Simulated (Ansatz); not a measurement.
# Ti (P6_3/mmc) in Ansatz: a series of runs, part 2 of 2

Ansatz 0.2.0.

## 4. Relaxation of cell and atoms, PBEsol+D3(BJ)-ATM

Contents of input.yaml:

```yaml
crystal:
  lattice:
    - [2.95, 0.0, 0.0]
    - [-1.475, 2.5547749412, 0.0]
    - [0.0, 0.0, 4.68]
  atoms:
    - { symbol: Ti, position: [0.6666666667, 0.3333333333, 0.75] }
    - { symbol: Ti, position: [0.3333333333, 0.6666666667, 0.25] }
hamiltonian:
  xc: pbesol
  pseudopotentials: { kind: paw }
  dispersion: d3bjatm
kpoints:
  mp_grid: { grid: [10, 10, 6] }
scf:
  occupations: { method: fermi_dirac, width: 0.05 }
output:
  forces: true
  stress: true
  eigenvalues: true
relax:
  f_tol: 0.01
  max_steps: 40
  cell: { stress_tol: 0.05 }
```

Potentials or basis: Ansatz PAW.

Command:

```
$ ansatz run input.yaml --threads 2 --pin off --max-ram 5632MiB --backend cpu --events-out ev --progress --plain --runs-dir out
```

The program printed:

```text
Warning: RAYON_NUM_THREADS=2 ignored (pool sized by the plan → 2); use --threads N
Engine: ansatz 0.2.0, aarch64-unknown-linux-gnu
Pseudopotentials: kind: paw
Pseudopotential: Ti, paw, valence charge 12, recommended cutoff 420 eV (normal), Ti.paw.azcp
Functional definition: PBEsol
  exchange = pbesol_x
  correlation = pbesol_c
Crystal: 2 atoms, lattice volume = 35.271 Å³
Basis set: ecut = 420 eV, 687 PW (Γ), exchange–correlation on 40×40×64 points (8 copies of the dense FFT grid, shifted against one another)
Bands: 16, of which v1, the nominal top of the filled ones, is band 12 counted from 1 (11 counted from 0)
Symmetry: 24 space group operations
Space group: P63/mmc (ITA 194), of the structure as read, at distance tolerance 3.3e-5 Å
k-points: 56 of 600
Non-local potential: Ti, projectors of the file, l = 0: 3, l = 1: 2, l = 2: 3, l = 3: 1
PAW form: soft (Blöchl's): semilocal exchange-correlation on the pseudo side does not see the compensation charge
PAW frozen core: Ti, regenerated for the run's functional, and the local potential with it (the file was generated under x = pbe(κ = 0.804, μ = 0.2195149727645171), c = pbe(β = 0.06672455060314922))
PAW one-centre angular grid: Ti, 590 points (default); XC on 64 Gauss nodes
Initial density: superposition of atomic densities (neutral atoms: chi_scale 0, normalization atom), corrected by the library's trained network
Initial wavefunctions: pseudopotential atomic-orbital guess
Functional: x = pbesol(κ = 0.804, μ = 0.12345679012345678), c = pbesol(β = 0.046)
SCF iter   1: F=—  HF=-4948.846600 eV  |F-HF|=—  |Δ(HF+E_count)|=         —  Δρ=8.30e-3  dr2=1.87e-2  ethr=1.77e-3  ⟨swp⟩=4.1  Hψ=3664  notcnv=0
preconditioner: auto → none  [metal: Δε(μ)=0.011 eV  Ē_g=2.822 eV  σ=0.050 eV  W_gap=0.06  n_scr=8 (ndim 8)  ℏωp=17.7 eV  f_vac=0.000  D(μ)=2.35/eV (n_scr^D=22)  sad-step TF]
SCF iter   2: F=—  HF=-4948.841308 eV  |F-HF|=—  |Δ(HF+E_count)|=   5.29e-3  Δρ=3.65e-3  dr2=3.77e-3  ethr=7.78e-5  ⟨swp⟩=2.2  Hψ=1608  notcnv=0
SCF iter   3: F=—  HF=-4948.840291 eV  |F-HF|=—  |Δ(HF+E_count)|=   1.02e-3  Δρ=3.25e-4  dr2=1.17e-5  ethr=1.57e-5  ⟨swp⟩=2.9  Hψ=1719  notcnv=0
SCF iter   4: F=—  HF=-4948.840286 eV  |F-HF|=—  |Δ(HF+E_count)|=   5.02e-6  Δρ=3.90e-5  dr2=1.56e-7  ethr=4.86e-8  ⟨swp⟩=2.0  Hψ=1500  notcnv=0
iter 5 did not close the SCF: its close was put off for the readings that it lacked (scf_convergence_deferred on its scf_iter line)
SCF iter   5: F=-4948.840286 eV  HF=-4948.840286 eV  |F-HF|=1.89e-8  |Δ(HF+E_count)|=   2.54e-7  Δρ=9.05e-6  dr2=2.28e-8  ethr=6.52e-10  ⟨swp⟩=2.3  Hψ=1554  notcnv=0
SCF iter   6: F=-4948.840286 eV  HF=-4948.840286 eV  |F-HF|=1.11e-10  |Δ(HF+E_count)|=   8.04e-9  Δρ=1.08e-6  dr2=2.00e-10  ethr=9.51e-11  ⟨swp⟩=1.0  Hψ=2787  notcnv=0
SCF 1 converged in 6 iterations: F = -4948.840286 eV  dr2 = 2.00e-10
relax step   1: F+E_penalty+E_count = -4948.84028644 eV  Δ(F+E_penalty+E_count) = +0.000e0 eV  max|allowed force component| = 5.551e-17 eV/Å  Δτ_max = 0.0000 Å  P = -10.183 GPa  Ω = 35.271 Å³  (6 SCF iters, dr2 threshold 1.00e-7 eV, accepted)
Crystal: 2 atoms, lattice volume = 30.424 Å³
Basis set: ecut = 420 eV, 603 PW (Γ), exchange–correlation on 40×40×64 points (8 copies of the dense FFT grid, shifted against one another)
Initial density: handed on by an earlier stage of this run
Initial wavefunctions: those handed on with the density
iter 1 solved again at ethr=2.87e-5 eV; its pass at ethr=3.10e-3 eV (dr2=6.90e-3 eV) is discarded
SCF iter   1: F=—  HF=-4948.910623 eV  |F-HF|=—  |Δ(HF+E_count)|=         —  Δρ=5.09e-3  dr2=7.14e-3  ethr=2.87e-5  ⟨swp⟩=1.0  Hψ=6016  notcnv=0
preconditioner: auto → none  [metal: Δε(μ)=0.108 eV  Ē_g=3.195 eV  σ=0.050 eV  W_gap=0.42  n_scr=8 (ndim 8)  ℏωp=19.0 eV  f_vac=0.000  D(μ)=2.10/eV (n_scr^D=22)]
SCF iter   2: F=—  HF=-4948.910978 eV  |F-HF|=—  |Δ(HF+E_count)|=   3.56e-4  Δρ=1.77e-3  dr2=3.96e-4  ethr=2.87e-5  ⟨swp⟩=2.1  Hψ=1373  notcnv=0
SCF iter   3: F=—  HF=-4948.911838 eV  |F-HF|=—  |Δ(HF+E_count)|=   8.59e-4  Δρ=4.43e-4  dr2=2.15e-5  ethr=1.65e-6  ⟨swp⟩=2.1  Hψ=1343  notcnv=0
SCF iter   4: F=—  HF=-4948.911911 eV  |F-HF|=—  |Δ(HF+E_count)|=   7.35e-5  Δρ=5.54e-5  dr2=8.04e-7  ethr=8.97e-8  ⟨swp⟩=2.9  Hψ=1661  notcnv=0
iter 5 did not close the SCF: its close was put off for the readings that it lacked (scf_convergence_deferred on its scf_iter line)
SCF iter   5: F=-4948.911911 eV  HF=-4948.911911 eV  |F-HF|=1.01e-8  |Δ(HF+E_count)|=   1.44e-7  Δρ=8.48e-6  dr2=1.31e-8  ethr=3.35e-9  ⟨swp⟩=1.9  Hψ=1088  notcnv=0
SCF iter   6: F=-4948.911911 eV  HF=-4948.911911 eV  |F-HF|=2.46e-11  |Δ(HF+E_count)|=   5.77e-9  Δρ=6.53e-7  dr2=2.89e-11  ethr=5.47e-11  ⟨swp⟩=1.2  Hψ=2715  notcnv=0
SCF 2 converged in 6 iterations: F = -4948.911911 eV  dr2 = 2.89e-11
[... 79 lines left out ...]
iter 4 did not close the SCF: its close was put off for the readings that it lacked (scf_convergence_deferred on its scf_iter line)
SCF iter   4: F=-4948.948887 eV  HF=-4948.948887 eV  |F-HF|=9.09e-13  |Δ(HF+E_count)|=  9.09e-13  Δρ=2.82e-8  dr2=1.29e-13  ethr=1.00e-12  ⟨swp⟩=1.0  Hψ=896  notcnv=0
iter 5 did not close the SCF: its close was put off for the readings that it lacked (scf_convergence_deferred on its scf_iter line)
SCF iter   5: F=-4948.948887 eV  HF=-4948.948887 eV  |F-HF|=9.09e-13  |Δ(HF+E_count)|=  9.09e-13  Δρ=1.17e-8  dr2=2.23e-14  ethr=1.00e-12  ⟨swp⟩=1.0  Hψ=896  notcnv=0
SCF iter   6: F=-4948.948887 eV  HF=-4948.948887 eV  |F-HF|=1.82e-12  |Δ(HF+E_count)|=  1.82e-12  Δρ=6.77e-9  dr2=7.19e-15  ethr=1.00e-12  ⟨swp⟩=2.0  Hψ=2235  notcnv=0
SCF 8 converged in 6 iterations: F = -4948.948887 eV  dr2 = 7.19e-15
relax step   8: F+E_penalty+E_count = -4948.94888678 eV  Δ(F+E_penalty+E_count) = -5.205e-7 eV  max|allowed force component| = 6.014e-16 eV/Å  Δτ_max = 0.0000 Å  P = +0.001 GPa  Ω = 32.093 Å³  stress off target by 1.60e-3 GPa  SCF on the basis re-selected at this cell (its energy is not comparable with the rows above)  (6 SCF iters)
basis re-selected at this cell: Δ(F+E_penalty+E_count) = -5.205e-7 eV, ΔP = +0.000 GPa vs the last step (what re-selecting the basis moved, of the pressure what is left beyond the Pulay correction that the steps carried, after the strain that the cell walked since its last selection, with what the two solves' SCF thresholds leave and, on support functions, any second-order correction that the steps lacked; it is no measure of the basis error at this ecutwfc). This SCF's stress stands 1.60e-3 GPa from its target on what of the cell is left free (relax.cell.stress_tol is 5.00e-2 GPa) and its largest allowed force component is 6.01e-16 eV/Å (relax.f_tol is 1.00e-2 eV/Å): within both
SCF converged after 6 iterations
Free energy (F): -4948.948887 eV
Harris-Foulkes:  -4948.948887 eV  (|F-HF|=1.82e-12)
Internal energy: -4948.930740 eV  (E = F + TS)
E sigma→0 (E₀):  -4948.939813 eV
Entropy (-TS):   -0.018147 eV (-9.073 meV/atom)
Fermi energy:    14.536720 eV
--- Per-component energies (eV) ---
  E_band       = -282.707608
  E_kinetic    = 548.532829
  E_local      = -1539.312039  (includes V_loc(G=0)·N_el)
  E_nonlocal   = 19.040670
  E_hartree    = 637.819937
  E_xc         = -194.662866
  E_vxc        = -244.695107  (∫ρ·V_xc dr)
  E_paw        = -2045.523645  (= ΣΔE_a)
  E_vpaw       = -341.914062  (= ΣTr[D̂ρ^β])
  E_aug_tail   = 0.000228  (compensation charges beyond the density's cutoff)
  E_ewald      = -2373.933458
  E_disp       = -1.171165  (pairwise vdW)
  E_core_change = 0.278769  (= ΣΔE_core)
  E_smearing   = -0.018147  (= −TS)
  E_closure    = 0.000000  (closes the sum)
  Σ components = -4948.948887   (vs F -4948.948887, Δ=0.00e0)
--- Forces (eV/Å), atoms counted from 1 ---
  atom   1  Ti     0.00000000    -0.00000000     0.00000000
  atom   2  Ti    -0.00000000     0.00000000    -0.00000000
  max |Σ_I F_I| component: 1.85e-17 eV/Å
--- Stress (GPa, compression-positive) ---
        0.001597      -0.000000       0.000000
       -0.000000       0.001597      -0.000000
        0.000000      -0.000000       0.000118
  P = ⅓ Tr σ = 0.0011 GPa (0.011 kbar)
--- Band table (eV; the first three rows and the last of 56) ---
  k-point 0: bands = ["-41.9067", "-41.7101", "-18.7278", "-17.8933", "-17.8933", "-17.7897", "-17.7605", "-17.7605", "8.1891", "11.6540", "15.3564", "15.3564", "15.5283", "15.5891", "15.9295", "15.9295"]
  k-point 1: bands = ["-41.8937", "-41.7234", "-18.6678", "-17.8844", "-17.8844", "-17.8556", "-17.7694", "-17.7694", "8.4417", "11.5649", "15.1713", "15.2452", "15.2452", "15.3841", "15.7873", "15.7873"]
  k-point 2: bands = ["-41.8582", "-41.7599", "-18.5018", "-18.0333", "-17.8602", "-17.8602", "-17.7939", "-17.7939", "9.1522", "11.1007", "14.6256", "15.0207", "15.1564", "15.1564", "15.4923", "15.4923"]
  k-point 55: bands = ["-41.6974", "-41.6974", "-18.4971", "-18.4971", "-18.2232", "-18.2232", "-17.9177", "-17.9177", "12.8719", "12.8719", "13.6498", "13.6498", "14.3574", "14.3574", "16.3487", "16.3487"]
--- Relaxed structure (6 steps of the walk, 6 accepted, 2 SCFs on fresh bases) ---
  F+E_penalty+E_count = -4948.94888678 eV   max|allowed force component| = 6.014e-16 eV/Å   (the final SCF, on the basis selected at the relaxed cell)
  cell:  # Å, volume = 32.0926 Å³
    - [2.8639388387293896, -3.4648597369367176e-34, 1.7324298684683588e-34]
    - [-1.4319694193646948, 2.4802437892245557, -3.0154254101377305e-18]
    - [2.748397215042354e-34, -5.523848966874217e-18, 4.518004477278237]
  atoms:
    - { symbol: Ti, position: [0.6666666666666667, 0.33333333333333337, 0.75] }
    - { symbol: Ti, position: [0.33333333333333337, 0.6666666666666667, 0.24999999999999997] }
```

Wall time 8.8 s (2 threads of Arm Neoverse V2, shared host); peak memory 0.33 GiB.

Results:

```yaml
Free_energy: -4948.9489 eV
Relaxed_volume: 16.05 Å³/atom
Relaxed_cell: a = 2.864 Å, b = 2.864 Å, c = 4.518 Å, α = 90.00°, β = 90.00°, γ = 120.00°
Space_group_after_relaxing_to_0.05_Å: P6_3/mmc (No. 194)
Energy_gained_by_relaxing: 54.3 meV/atom
Ionic_steps: 8
Pressure_after_relaxing: 0.0 GPa
Band_gap_on_the_k_mesh: none (metal or under the smearing width)
```

The path:
| step | energy change (eV) | largest force (eV/Å) | volume (Å³) |
| --- | --- | --- | --- |
| 1 | 0.0000 | 0.0000 | 35.27 |
| 2 | -0.0716 | 0.0000 | 30.42 |
| 3 | -0.1082 | 0.0000 | 32.29 |
| 4 | -0.1088 | 0.0000 | 32.10 |
| 5 | -0.1088 | 0.0000 | 32.08 |
| 6 | -0.1086 | 0.0000 | 32.08 |
| 7 | -0.1086 | 0.0000 | 32.09 |
| 8 | -0.1086 | 0.0000 | 32.09 |

Final structure:
```
Ti
1.0
     2.86394    0.00000    0.00000
    -1.43197    2.48024    0.00000
     0.00000    0.00000    4.51800
Ti
2
Cartesian
  1.4320 0.8267 3.3885
  0.0000 1.6535 1.1295
```

Levels at points of the mesh, in eV from the Fermi level:
```csv
k point,band 9,band 10,band 11,band 12,band 13,band 14,band 15,band 16
"(0.00, 0.00, 0.00)",-6.35,-2.88,0.82,0.82,0.99,1.05,1.39,1.39
"(0.00, 0.00, -0.50)",-4.38,-4.38,0.11,0.11,0.71,0.71,0.71,0.71
"(0.00, -0.50, 0.00)",-2.44,-2.41,-2.06,-0.54,0.47,0.72,1.33,3.71
"(0.00, -0.50, -0.50)",-2.76,-2.76,-0.90,-0.90,1.56,1.56,1.88,1.88
```

Caveat: the plane-wave basis is chosen anew once the cell has moved, so the energies of steps on either side of that aren't comparable; pairwise dispersion overbinds metals, which lowers pressure and volume; the PAW data sets come from PBE, with cores solved anew for the run's functional, which leaves a small shift of forces and pressure.

## 5. Relaxation of cell and atoms, PBEsol+D4

input.yaml, as its differences from that of step 4:

```diff
@@ -11,3 +11,3 @@
   pseudopotentials: { kind: paw }
-  dispersion: d3bjatm
+  dispersion: d4
 kpoints:
```

Command:

```
$ ansatz run input.yaml --threads 2 --pin off --max-ram 5632MiB --backend cpu --events-out ev --progress --plain --runs-dir out
```

Wall time 7.8 s (2 threads of Arm Neoverse V2, shared host); peak memory 0.32 GiB.

Results (log left out):

```yaml
Free_energy: -4948.0443 eV
Relaxed_volume: 16.57 Å³/atom
Relaxed_cell: a = 2.895 Å, b = 2.895 Å, c = 4.565 Å, α = 90.00°, β = 90.00°, γ = 120.00°
Space_group_after_relaxing_to_0.05_Å: P6_3/mmc (No. 194)
Energy_gained_by_relaxing: 23.6 meV/atom
Ionic_steps: 6
Pressure_after_relaxing: 0.0 GPa
Band_gap_on_the_k_mesh: none (metal or under the smearing width)
```

The path:
```tsv
step	energy change (eV)	largest force (eV/Å)	volume (Å³)
1	0.0000	0.0000	35.27
2	-0.0467	0.0000	33.33
3	-0.0472	0.0000	33.12
4	-0.0472	0.0000	33.13
5	-0.0472	0.0000	33.14
6	-0.0471	0.0000	33.14
```

Final structure:
```
Ti
1.0
     2.89508    0.00000    0.00000
    -1.44754    2.50721    0.00000
     0.00000    0.00000    4.56511
Ti
2
Direct
  0.66667 0.33333 0.75000
  0.33333 0.66667 0.25000
```

Levels at points of the mesh, in eV from the Fermi level:
```csv
k point,band 9,band 10,band 11,band 12,band 13,band 14,band 15,band 16
"(0.00, 0.00, 0.00)",-6.28,-2.80,0.81,0.81,0.95,0.97,1.35,1.35
"(0.00, 0.00, -0.50)",-4.36,-4.36,0.12,0.12,0.70,0.70,0.70,0.70
"(0.00, -0.50, 0.00)",-2.40,-2.30,-1.97,-0.58,0.47,0.69,1.28,3.57
"(0.00, -0.50, -0.50)",-2.67,-2.67,-0.86,-0.86,1.46,1.46,1.82,1.82
```

Caveat: the plane-wave basis is chosen anew once the cell has moved, so the energies of steps on either side of that aren't comparable; pairwise dispersion overbinds metals, which lowers pressure and volume; the PAW data sets come from PBE, with cores solved anew for the run's functional, which leaves a small shift of forces and pressure.

## 6. The runs side by side

```csv
level,gap on the mesh (eV),pressure (GPa),relaxed volume (Å³/atom)
PBEsol,none,0.0,16.73
PBEsol+D3(BJ),none,0.0,15.88
PBEsol+D3(BJ)-ATM,none,0.0,16.05
PBEsol+D4,none,0.0,16.57
```

Alike in all rows: task relaxation of cell and atoms; potentials or basis Ansatz PAW; no spin polarisation; cell relaxed; k mesh 10 × 10 × 6; cutoff (eV) 420; smearing fermi-dirac 0.05 eV.

Caveats: the plane-wave basis is chosen anew once the cell has moved, so the energies of steps on either side of that aren't comparable; the PAW data sets come from PBE, with cores solved anew for the run's functional, which leaves a small shift of forces and pressure; pairwise dispersion overbinds metals, which lowers pressure and volume (some runs).

Total energies depend on the potentials used, so only differences within one code and one set of settings carry meaning.
